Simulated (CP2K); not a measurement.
Nb under changes of volume

One of the cells (18.428 Å³/atom); the others are scaled copies at fixed shape and fractional positions:

```
Nb
1.0
     2.88205    0.00000    0.00000
    -0.96068    2.71722    0.00000
    -0.96068   -1.35861    2.35318
Nb
1
Direct
  0.00000 0.00000 0.00000
```

* Program: CP2K 2026.2
* Functional: PBEsol
* Potentials or basis: POTENTIAL_UZH Nb GTH-PBE-q13; TZVP-MOLOPT-PBE-GTH basis
* Density cutoff: 6123 eV
* k mesh: 11 × 11 × 11
* Occupations: fermi-dirac, width 0.05 eV
* Spin: no spin polarisation

```csv
volume (Å³/atom),energy over the lowest point (meV/atom),pressure (GPa)
17.322,5.52,4.4
17.691,0.00,0.5
18.060,2.97,-3.1
18.428,13.74,-6.4
18.797,31.72,-9.4
19.165,?,?
19.534,87.16,-14.7
```

Task: What does the run at 19.165 Å³/atom give?

Result: Energy over the lowest point 56.37 meV/atom; pressure -12.2 GPa.

Worked out: A Birch-Murnaghan fit of order 3 (a polynomial in V^(-2/3)) to the other rows has its minimum at 17.74 Å³/atom with B0 = V·E''(V) = 175 GPa and B' = 2.8. It gives 56.33 meV/atom at 19.165 Å³/atom, against the run's 56.37, and -dE/dV = -12.1 GPa, against -12.2.

Energies are extrapolated to zero smearing.

Caveats: the potentials were made for another functional, which shifts forces and pressure; the basis of atomic orbitals isn't converged, which shifts pressures, moduli and gaps.
